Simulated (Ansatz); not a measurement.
# BN: from bands to localised orbitals, part 3 of 3

Aim: build maximally localised Wannier functions for BN from several sets of trial orbitals, and check spreads and centres, and how well the models interpolate the bands. The runs, in order: PBE, anion s p, 9×9×4; PBE, anion s p, 6×6×2; PBE, anion s p, 12×12×4; PBE, anion p, 9×9×4; r2SCAN, anion s p, 9×9×4; r2SCAN, anion p, 9×9×4; HSE06, anion s p, 9×9×4 (level, trial orbitals, Wannier mesh).

Ansatz 0.2.0; plane waves, PAW. The steps go on from the part before.

### Step 8. HSE06, anion s p, 9×9×4

The COD entry's cell or inner coordinates are ideal or old and differ from later refinements, so a difference from it is no clean test against experiment.

input.yaml

```yaml
crystal:
  lattice:
    - [2.5005826042, 0.0, 0.0]
    - [-1.2502913021, 2.1655680595, 0.0]
    - [0.0, 0.0, 6.5236361402]
  atoms:
    - { symbol: B, position: [0.3333333333, 0.6666666667, 0.25] }
    - { symbol: B, position: [0.6666666667, 0.3333333333, 0.75] }
    - { symbol: "N", position: [0.3333333333, 0.6666666667, 0.75] }
    - { symbol: "N", position: [0.6666666667, 0.3333333333, 0.25] }
kpoints:
  mp_grid: { grid: [9, 9, 4] }
  band_path:
    path:
      - [0.0, 0.0, 0.0]
      - [0.5, 0.0, 0.0]
      - [0.3333333333, 0.3333333333, 0.0]
      - [0.0, 0.0, 0.5]
      - [0.5, 0.0, 0.5]
      - [0.3333333333, 0.3333333333, 0.5]
      - [0.302083, 0.302083, 0.0]
      - [0.0, 0.5, 0.0]
    npoints: 1
hamiltonian:
  xc: hse06
scf:
  occupations: { method: fixed }
  n_extra_bands: 6
output:
  forces: false
  stress: false
  eigenvalues: true
  wannier:
    kmesh: [9, 9, 4]
    projections: [{ species: "N", l: s, shell: 2 }, { species: "N", l: p, shell: 2 }]
    minimise: true
    write_hr: true
    conv_tol: 1.0e-08
    max_iter: 3000
  write_density: true
  write_potential: true
  elf: true
  volumetric_format: npy
```

Run with:

```console
> ansatz run input.yaml --threads 4 --pin off --max-ram 3686MiB --backend cpu --events-out ev --progress --plain --runs-dir out
```

What it wrote:

```text
Warning: RAYON_NUM_THREADS=4 ignored (pool sized by the plan → 4); use --threads N
scf.n_extra_bands = 6 over 8 filled bands (N_el = 16.0): the run solves 14 bands
Engine: ansatz 0.2.0, aarch64-unknown-linux-gnu
Pseudopotentials: kind: paw
Pseudopotential: B, paw, valence charge 3, recommended cutoff 420 eV (normal), B.paw.azcp
Pseudopotential: N, paw, valence charge 5, recommended cutoff 420 eV (normal), N.paw.azcp
Functional definition: HSE06
  parameter a = 0.25
  parameter omega = 0.11/bohr
  exchange = pbe_x - a*pbe_x_sr(omega) + a*exact_x_sr(omega)
  correlation = pbe_c
davidson cushion auto → on  (no smearing: the cushion is to keep the highest requested band from converging to the state above it; pin scf.eigensolver.cushion to override)
Crystal: 4 atoms, lattice volume = 35.327 Å³
Basis set: ecut = 420 eV, 687 PW (Γ)
Bands: 14, of which v1, the nominal top of the filled ones, is band 8 counted from 1 (7 counted from 0)
Symmetry: 24 space group operations
Space group: P63/mmc (ITA 194), of the structure as read, at distance tolerance 3.3e-5 Å
k-points: 36 of 324
Non-local potential: B, projectors of the file, l = 0: 2, l = 1: 2, l = 2: 1
Non-local potential: N, projectors of the file, l = 0: 2, l = 1: 2, l = 2: 1
PAW form: soft (Blöchl's): semilocal exchange-correlation on the pseudo side does not see the compensation charge
PAW frozen core: B, regenerated for the run's functional, and the local potential with it (the file was generated under x = pbe(κ = 0.804, μ = 0.2195149727645171), c = pbe(β = 0.06672455060314922))
PAW frozen core: N, regenerated for the run's functional, and the local potential with it (the file was generated under x = pbe(κ = 0.804, μ = 0.2195149727645171), c = pbe(β = 0.06672455060314922))
PAW one-centre angular grid: B, 110 points (default); XC on 64 Gauss nodes
PAW one-centre angular grid: N, 110 points (default); XC on 64 Gauss nodes
Initial density: superposition of atomic densities (neutral atoms: chi_scale 0, normalization atom), corrected by the library's trained network
Initial wavefunctions: pseudopotential atomic-orbital guess
Functional: x = pbe(κ = 0.804, μ = 0.2195149727645171), c = pbe(β = 0.06672455060314922), warm-up for x = pbe(κ = 0.804, μ = 0.2195149727645171) + 0.25 (exact − pbe) at short range (hse, ω = 0.20786987370883472 Å⁻¹), c = pbe(β = 0.06672455060314922); HSE06 as pw.x's `hse` composes it (authors' and Libxc's form: `xc: wpbeh`)
SCF iter   1: F=—  HF=-1084.788698 eV  |F-HF|=—  |Δ(HF+E_count)|=         —  Δρ=1.44e-3  dr2=1.98e-4  ethr=1.77e-3  ⟨swp⟩=2.1  Hψ=3726  notcnv=0
preconditioner: auto → none  [insulator: Δε(μ)=4.386 eV  Ē_g=17.316 eV  n_scr=4 (ndim 8)  ℏωp=25.0 eV  f_vac=0.017]
SCF iter   2: F=-1084.790056 eV  HF=-1084.789696 eV  |F-HF|=3.59e-4  |Δ(HF+E_count)|=   9.98e-4  Δρ=7.18e-4  dr2=3.55e-5  ethr=1.23e-6  ⟨swp⟩=3.8  Hψ=1584  notcnv=0  defer=5
SCF 1 stopped early in 2 iterations: F = -1084.790056 eV  dr2 = 3.55e-5
Initial density: handed on by an earlier stage of this run
Initial wavefunctions: those handed on with the density
Functional: x = pbe(κ = 0.804, μ = 0.2195149727645171) + 0.25 (exact − pbe) at short range (hse, ω = 0.20786987370883472 Å⁻¹), c = pbe(β = 0.06672455060314922); HSE06 as pw.x's `hse` composes it (authors' and Libxc's form: `xc: wpbeh`)
Exchange kernel: α = 0.2500, screened, ω = 0.2079 Å⁻¹, Wigner–Seitz truncation, v(0) = 1046.5449 eV·Å³, q-mesh 9×9×4, nearest image of the exchange supercell L = 22.51 Å, pair-density grid 15×15×32, without the augmentation charges, whose exchange is taken in its separable form by FFT convolution over the k-point mesh (sized by the pseudopotential files, 15×15×45 at the most), smooth part of the exact exchange by density-matrix convolution
Frozen-core exchange: fock
SCF iter   1: F=—  HF=-1085.029394 eV  |F-HF|=—  |Δ(HF+E_count)|=         —  Δρ=7.85e-3  dr2=1.40e-2  ethr=2.22e-6  ⟨swp⟩=6.5  Hψ=2702  notcnv=0
preconditioner: auto → none  [insulator: Δε(μ)=5.724 eV  Ē_g=19.638 eV  n_scr=4 (ndim 8)  ℏωp=25.0 eV  f_vac=0.016]
SCF iter   2: F=—  HF=-1085.024682 eV  |F-HF|=—  |Δ(HF+E_count)|=   4.71e-3  Δρ=3.67e-3  dr2=2.39e-3  ethr=2.22e-6  ⟨swp⟩=3.9  Hψ=1783  notcnv=0
SCF iter   3: F=—  HF=-1085.029643 eV  |F-HF|=—  |Δ(HF+E_count)|=   4.96e-3  Δρ=1.74e-3  dr2=9.32e-4  ethr=2.22e-6  ⟨swp⟩=3.4  Hψ=1543  notcnv=0
iter 4 solved again at ethr=7.64e-8 eV; its pass at ethr=2.22e-6 eV (dr2=1.22e-5 eV) is discarded
SCF iter   4: F=—  HF=-1085.029360 eV  |F-HF|=—  |Δ(HF+E_count)|=   2.83e-4  Δρ=2.43e-4  dr2=2.69e-5  ethr=7.64e-8  ⟨swp⟩=2.1  Hψ=2717  notcnv=0
SCF iter   5: F=—  HF=-1085.029442 eV  |F-HF|=—  |Δ(HF+E_count)|=   8.23e-5  Δρ=2.27e-4  dr2=1.51e-5  ethr=7.64e-8  ⟨swp⟩=3.3  Hψ=1495  notcnv=0  defer=1
SCF iter   6: F=-1085.029438 eV  HF=-1085.029438 eV  |F-HF|=8.46e-8  |Δ(HF+E_count)|=   4.01e-6  Δρ=3.17e-5  dr2=1.45e-6  ethr=7.64e-8  ⟨swp⟩=2.4  Hψ=1175  notcnv=0
SCF 2 stopped early in 6 iterations: F = -1085.029438 eV  dr2 = 1.45e-6
hybrid outer 1: dexx = +6.243e-3 eV, tail = 1.30e-5 eV
Exchange kernel: α = 0.2500, screened, ω = 0.2079 Å⁻¹, Wigner–Seitz truncation, v(0) = 1046.5449 eV·Å³, q-mesh 9×9×4, nearest image of the exchange supercell L = 22.51 Å, pair-density grid 15×15×32, without the augmentation charges, whose exchange is taken in its separable form by FFT convolution over the k-point mesh (sized by the pseudopotential files, 15×15×45 at the most), smooth part of the exact exchange by density-matrix convolution
Frozen-core exchange: fock
SCF iter   1: F=—  HF=-1085.029521 eV  |F-HF|=—  |Δ(HF+E_count)|=         —  Δρ=4.35e-5  dr2=3.75e-7  ethr=4.05e-7  ⟨swp⟩=2.8  Hψ=1222  notcnv=0
preconditioner: auto → none  [insulator: Δε(μ)=5.726 eV  Ē_g=19.643 eV  n_scr=4 (ndim 8)  ℏωp=25.0 eV  f_vac=0.016]
iter 2 solved again at ethr=6.57e-11 eV; its pass at ethr=2.23e-9 eV (dr2=1.05e-8 eV) is discarded
SCF iter   2: F=-1085.029521 eV  HF=-1085.029521 eV  |F-HF|=7.80e-9  |Δ(HF+E_count)|=   6.98e-8  Δρ=1.07e-5  dr2=2.02e-8  ethr=6.57e-11  ⟨swp⟩=2.4  Hψ=2796  notcnv=0  defer=2
SCF 3 converged in 2 iterations: F = -1085.029521 eV  dr2 = 2.02e-8
hybrid outer 2: dexx = +1.444e-7 eV, tail = 4.75e-8 eV, Δε = 1.92e-3 eV (about 1.32e-4 eV left of the loop's levels)
the search or the solves at the SCF's close seem to have found levels that the self-consistency loop had missed (the run counts 2). By its estimate they hold under 1e-12 electrons; where the run keeps them, the occupations were computed again with them
NSCF: frozen V_eff on 8 k-points
NSCF: frozen V_eff on 40 k-points
the Wannier pass solved 40 of the 324 points of its mesh, and has the states at the others by symmetry: states obtained by the crystal's operations at points that were solved too leave a residual of 3.52e-14 eV (read by the count's bands and the next), within 4.76e-6 eV
hybrid SCF converged: 2 outer / 8 inner (+2 warm-up), last move |dexx| = 1.44e-7 eV, tail = 4.75e-8 eV
Stability not checked: this state was not tested for a lower state beside it, because the functional holds exact exchange (a hybrid, or Hartree-Fock), whose exchange loop this test does not read (fock_operator; see scf.lower_state_search)
Free energy (F): -1085.029521 eV
Frozen-core exchange: fock
Harris-Foulkes:  -1085.029521 eV  (|F-HF|=7.80e-9)
Internal energy: -1085.029521 eV  (E = F + TS)
E sigma→0 (E₀):  -1085.029521 eV
Fermi energy:    4.140560 eV
--- Per-component energies (eV) ---
  E_band       = -59.661002
  E_kinetic    = 367.468188
  E_local      = -674.465211  (includes V_loc(G=0)·N_el)
  E_nonlocal   = 113.769831
  E_hartree    = 216.738489
  E_xc         = -149.371925
  E_vxc        = -183.535187  (∫ρ·V_xc dr)
  E_exx        = -38.823024  (= α·E_x^exact, valence–valence)
  E_paw        = -410.284582  (= ΣΔE_a)
  E_vpaw       = -38.728602  (= ΣTr[D̂ρ^β])
  E_aug_tail   = 0.000195  (compensation charges beyond the density's cutoff)
  E_ewald      = -509.992076
  E_core_change = -0.069406  (= ΣΔE_core)
  E_smearing   = -0.000000  (= −TS)
  E_closure    = -0.000000  (closes the sum)
  Σ components = -1085.029521   (vs F -1085.029521, Δ=-2.27e-13)
--- Band table (eV; the first three rows and the last of 36) ---
  k-point 0: bands = ["-15.4961", "-15.1417", "-2.7459", "-0.2510", "2.5677", "2.5677", "2.6167", "2.6167", "10.7042", "16.4500", "17.4875", "17.4875", "17.6481", "17.6481"]
  k-point 1: bands = ["-15.4471", "-15.1968", "-2.4406", "-0.7001", "2.5749", "2.5749", "2.6091", "2.6091", "11.4938", "15.4089", "17.5106", "17.5106", "17.6241", "17.6241"]
  k-point 2: bands = ["-15.3251", "-15.3251", "-1.6378", "-1.6378", "2.5923", "2.5923", "2.5923", "2.5923", "13.3732", "13.3732", "17.5668", "17.5668", "17.5668", "17.5668"]
  k-point 35: bands = ["-11.3426", "-11.3426", "-4.5205", "-4.5205", "-3.8161", "-3.8161", "4.1406", "4.1406", "10.2041", "10.2041", "17.4640", "17.4640", "19.9868", "19.9868"]
Wannier search: line search 1 of at most 3000: gauge-dependent spread (as the search counts it) 2.5980941 Å², largest recent change 2.7e-1 Å² and fall left 1.3e-3 Å² against conv_tol 1.0e-8 Å², 0 stops escaped
```

It took 1.9 min on 4 threads of Arm Neoverse V2, shared host; peak memory 1.3 GiB.

wannier.win names the bands that the functions span: 1-8 (counted from 1; 8 are filled).

The head of wannier.spreads.toml:

```toml
omega_i_ang2 = 5.057493816515262
omega_d_ang2 = 0.0381000447662221
omega_od_ang2 = 0.9869160213769215
omega_total_ang2 = 6.082509882658405
least_projectability = 0.8769038889734393
b_vectors_match_mmn = true
n_iter = 35
converged = true
rejected_fitted_steps = 0
```

The functions (centres in Å, on-site energies from the top of the filled bands):

| n | x | y | z | spread (Å²) | on-site (eV) | nearest atoms | distance (Å) |
| --- | --- | --- | --- | --- | --- | --- | --- |
| 1 | -0.448 | 1.185 | 4.967 | 0.607 | -9.336 | N3 | 0.52 |
| 2 | 1.698 | 0.980 | 1.705 | 0.607 | -9.336 | N4 | 0.52 |
| 3 | 0.000 | 1.444 | 4.669 | 1.219 | -3.719 | N3 | 0.22 |
| 4 | 0.448 | 1.185 | 4.967 | 0.607 | -9.336 | N3 | 0.52 |
| 5 | 0.000 | 1.961 | 4.967 | 0.607 | -9.336 | N3 | 0.52 |
| 6 | 1.250 | 0.722 | 1.407 | 1.219 | -3.719 | N4 | 0.22 |
| 7 | 0.802 | 0.980 | 1.705 | 0.607 | -9.336 | N4 | 0.52 |
| 8 | 1.250 | 0.205 | 1.705 | 0.607 | -9.336 | N4 | 0.52 |

### Step 9. All runs side by side

| run | functions | total spread (Å²) | invariant part (Å²) | mean spread (Å²) | largest miss of a band (eV) | time |
| --- | --- | --- | --- | --- | --- | --- |
| PBE, anion s p, 9×9×4 | 8 | 6.258 | 5.209 | 0.782 | 0.01 | 1.5 s |
| PBE, anion s p, 6×6×2 | 8 | 6.003 | 4.970 | 0.750 | 0.05 | 0.87 s |
| PBE, anion s p, 12×12×4 | 8 | 6.326 | 5.279 | 0.791 | 0.00 | 2.1 s |
| PBE, anion p, 9×9×4 | 6 | 6.899 | 6.677 | 1.150 | 0.01 | 1.1 s |
| r2SCAN, anion s p, 9×9×4 | 8 | 6.154 | 5.124 | 0.769 | 0.01 | 2.3 s |
| r2SCAN, anion p, 9×9×4 | 6 | 6.756 | 6.556 | 1.126 | 0.01 | 1.9 s |
| HSE06, anion s p, 9×9×4 | 8 | 6.083 | 5.057 | 0.760 | not checked | 1.9 min |

### Step 10. Summary of results

The summary covers parts 1 to 3.

| quantity | value |
| --- | --- |
| total spread, PBE, anion s p, 9×9×4 | 6.26 Å² over 8 functions |
| total spread, PBE, anion s p, 6×6×2 | 6.00 Å² over 8 functions |
| total spread, PBE, anion s p, 12×12×4 | 6.33 Å² over 8 functions |
| total spread, PBE, anion p, 9×9×4 | 6.90 Å² over 6 functions |
| total spread, r2SCAN, anion s p, 9×9×4 | 6.15 Å² over 8 functions |
| total spread, r2SCAN, anion p, 9×9×4 | 6.76 Å² over 6 functions |
| total spread, HSE06, anion s p, 9×9×4 | 6.08 Å² over 8 functions |
| centres of the first set | 0.22 to 0.52 Å from the nearest atom |

**Reading.** With PBE, anion s p, 9×9×4 the 8 functions move off the atoms, with a mean spread of 0.78 Å²; 83 % of the total is gauge invariant. The total spread goes from 6.00 Å² on 6×6×2 to 6.33 Å² on 12×12×4: finite differences in k understate it on coarse meshes, while the largest miss of a band goes from 0.05 to 0.00 eV. On one set and mesh the functional gives 6.26 (PBE), 6.15 (r2SCAN), 6.08 (HSE06) Å².
